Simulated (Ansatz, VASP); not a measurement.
**PtS2: VASP beside Ansatz**

```
Pt S
1.0
     3.36604    0.00000    0.00000
    -1.68302    2.91508    0.00000
     0.00000    0.00000    5.29074
Pt S
1 2
Cartesian
  0.0000 0.0000 0.0000
  0.0000 1.9434 1.3227
  1.6830 0.9717 3.9681
```

Change from the starting cell: strain -0.050 along x and y, +0.050 along z, atoms carried along.

Alike in both runs: task single point; functional PBEsol; k mesh 12 × 12 × 8; occupations gaussian, width 0.05 eV; no spin polarisation.

```csv
,VASP,Ansatz
version,VASP 6.6.1,Ansatz 0.2.0
potentials or method,"VASP PAW PBE potentials, release 64 (Pt, S)","scalar-relativistic, plane waves, PAW"
plane-wave cutoff (eV),520,420
valence electrons in the cell,22,30
```

|  | VASP | Ansatz | Ansatz less VASP |
| --- | --- | --- | --- |
| gap on the k mesh at the Fermi level (eV) | 0.71 | 0.70 | -0.009 |
| least direct gap on the mesh (eV) | 0.91 | 0.91 | -0.007 |
| pressure (GPa) | 9.0 | 9.3 | +0.32 |
| largest component of the traceless stress (GPa) | 8.36 | 8.45 | +0.093 |
| rms of the force components (eV/Å) | 0.062 | 0.047 | -0.0143 |

Atom by atom the forces differ by 0.014 eV/Å (rms over components). With one functional, cell and mesh, what is left measures potentials, basis and numerics. The two sets of potentials don't hold the same shells in valence.

Caveats: the PAW data sets were made with another functional, which shifts forces and pressure a little (VASP); spin-orbit coupling is left out, which moves the levels of the heavy elements; the cell's inner coordinates are idealised or old, which leaves forces on the atoms. A k mesh can miss the band edges.
